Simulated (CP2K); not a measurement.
**LiH under changes of volume**

One of the cells (8.449 Å³/atom); the others are scaled copies at fixed shape and fractional positions:

```
Li H
1.0
     2.88040    0.00000    0.00000
     1.44020    2.49450    0.00000
     1.44020    0.83150    2.35184
Li H
1 1
Direct
  0.00000 0.00000 0.00000
  0.50000 0.50000 0.50000
```

| Quantity | Value |
| --- | --- |
| Program | CP2K 2026.2 |
| Functional | LDA |
| Potentials or basis | GTH_POTENTIALS Li GTH-PADE-q3, H GTH-PADE-q1; TZVP-MOLOPT-PBE-GTH basis |
| Density cutoff | 7483 eV |
| k mesh | 11 × 11 × 11 |
| Occupations | fermi-dirac, width 0.05 eV |
| Spin | no spin polarisation |

```tsv
volume (Å³/atom)	energy over the lowest point (meV/atom)	pressure (GPa)	gap on the mesh (eV)
7.942	0.00	-2.1	2.98
8.111	2.61	-2.8	2.99
8.280	5.89	-3.4	3.01
8.449	?	?	?
8.618	14.22	-4.5	3.03
8.787	19.18	-4.9	3.04
8.956	24.56	-5.4	3.05
```

Task: What does the run at 8.449 Å³/atom give?

Result: Energy over the lowest point 9.78 meV/atom; pressure -4.0 GPa; gap on the mesh 3.02 eV.

Worked out: A Birch-Murnaghan fit of order 3 (a polynomial in V^(-2/3)) to the other rows has no minimum within the range. It gives 9.78 meV/atom at 8.449 Å³/atom, against the run's 9.78, and -dE/dV = -4.0 GPa, against -4.0. A straight line through the other rows of the gap, of slope 0.589 eV per unit of ln V (its deformation potential), gives 3.02 eV, against the run's 3.02.

Energies are extrapolated to zero smearing.

Caveats: an odd mesh through Γ misses points on the zone boundary, where band edges often lie; the basis of atomic orbitals isn't converged, which shifts pressures, moduli and gaps.
